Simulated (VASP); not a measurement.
## HfO2: band structure with r2SCAN

**Experimental background.**

From “Temperature dependence of self-trapped exciton luminescence in nanostructured hafnia powder”, 2021, arxiv:2112.02602, for a bulk crystal of HfO2: band gap 5.54 eV (indirect).

HfO2:

```
Hf O
1.0
     5.07623    0.00000   -0.00248
     0.00000    5.15429    0.00000
    -0.87565    0.00000    5.17132
Hf O
4 8
Direct
  0.27731 0.45730 0.70766
  0.72269 0.95730 0.79234
  0.72269 0.54270 0.29234
  0.27731 0.04270 0.20766
  0.44707 0.74182 0.98080
  0.55293 0.24182 0.51920
  0.55293 0.25818 0.01920
  0.44707 0.75818 0.48080
  0.07115 0.33718 0.34080
  0.92885 0.83718 0.15920
  0.92885 0.66282 0.65920
  0.07115 0.16282 0.84080
```

The cell is a database's computed one.

* Program: VASP 6.6.1
* Task: band structure
* Functional: r2SCAN
* Potentials or basis: VASP PAW PBE potentials, release 64 (Hf_pv, O)
* Cutoff: 520 eV
* k mesh: 4 × 4 × 4
* Occupations: gaussian, width 0.02 eV
* Spin: no spin polarisation
* Further INCAR settings: ALGO = Normal; EDIFF = 1e-07; NBANDS = 56

```yaml
Pressure: 2.0 GPa
Largest_force: 0.120 eV/Å
Band_gap_on_the_k_mesh: 4.57 eV, indirect (least direct gap 4.66 eV)
Band_gap_along_the_path: 4.57 eV, indirect (least direct gap 4.64 eV)
```

Forces on the atoms (eV/Å):
```
Hf  -0.109  0.051 -0.007
Hf   0.109  0.051  0.007
Hf   0.109 -0.051  0.007
Hf  -0.109 -0.051 -0.007
O   -0.015 -0.005 -0.022
O    0.015 -0.005  0.022
O    0.015  0.005  0.022
O   -0.015  0.005 -0.022
O    0.015 -0.010 -0.020
O   -0.015 -0.010  0.020
O   -0.015  0.010  0.020
O    0.015  0.010 -0.020
```

Stress tensor (GPa, compression positive):
```
1.88 0.00 0.28
0.00 1.91 0.00
0.28 0.00 2.20
```

Levels at the corners of the path, in eV from the valence-band top:
```
point  band 41  band 42  band 43  band 44  band 45  band 46  band 47  band 48
    Γ    -0.65    -0.57    -0.23     0.00     5.05     5.70     5.77     6.11
    Y    -0.95    -0.95    -0.52    -0.52     5.28     5.28     5.82     5.82
    Y    -0.95    -0.95    -0.52    -0.52     5.28     5.28     5.82     5.82
    H    -1.19    -0.75    -0.69    -0.35     4.81     5.04     6.00     6.14
    H    -1.19    -0.75    -0.69    -0.35     4.81     5.04     6.00     6.14
    C    -1.07    -1.07    -0.50    -0.50     4.92     4.92     6.09     6.09
    C    -1.07    -1.07    -0.50    -0.50     4.92     4.92     6.09     6.09
    E    -1.14    -1.14    -0.77    -0.77     5.10     5.10     5.84     5.84
    E    -1.14    -1.14    -0.77    -0.77     5.10     5.10     5.84     5.84
   M1    -1.13    -1.13    -0.75    -0.75     5.12     5.12     5.87     5.87
   M1    -1.13    -1.13    -0.75    -0.75     5.12     5.12     5.87     5.87
    A    -1.04    -1.04    -0.66    -0.66     5.28     5.28     5.84     5.84
    A    -1.04    -1.04    -0.66    -0.66     5.28     5.28     5.84     5.84
    X    -0.81    -0.65    -0.45    -0.09     4.57     5.70     5.84     5.85
    X    -0.81    -0.65    -0.45    -0.09     4.57     5.70     5.84     5.85
   H1    -1.19    -0.75    -0.69    -0.35     4.81     5.04     6.00     6.14
    M    -1.13    -1.13    -0.75    -0.75     5.12     5.12     5.87     5.87
    D    -0.98    -0.98    -0.70    -0.70     5.48     5.48     5.71     5.71
    D    -0.98    -0.98    -0.70    -0.70     5.48     5.48     5.71     5.71
    Z    -0.89    -0.89    -0.50    -0.50     5.56     5.56     6.18     6.18
    Y    -0.95    -0.95    -0.52    -0.52     5.28     5.28     5.82     5.82
    D    -0.98    -0.98    -0.70    -0.70     5.48     5.48     5.71     5.71
```

Wall time 34 min on 1 thread of Intel(R) Xeon(R) 6975P-C (Granite Rapids), with other jobs on the host, peak memory 0.43 GiB.

A measured gap of HfO2 is 5.54 eV (indirect; quoted in “Temperature dependence of self-trapped exciton luminescence in nanostructured hafnia powder”, 2021, arxiv:2112.02602); the calculated 4.57 eV misses it by -0.97 eV. Spin-orbit coupling on Hf is left out. The value is that of r2SCAN, without temperature or zero-point motion. The cell is a database's relaxed one, not the measured one, which moves gaps too.

Caveat: the PAW data sets were made with another functional, which shifts forces and pressure a little; spin-orbit coupling is left out, which moves the levels of the heavy elements.
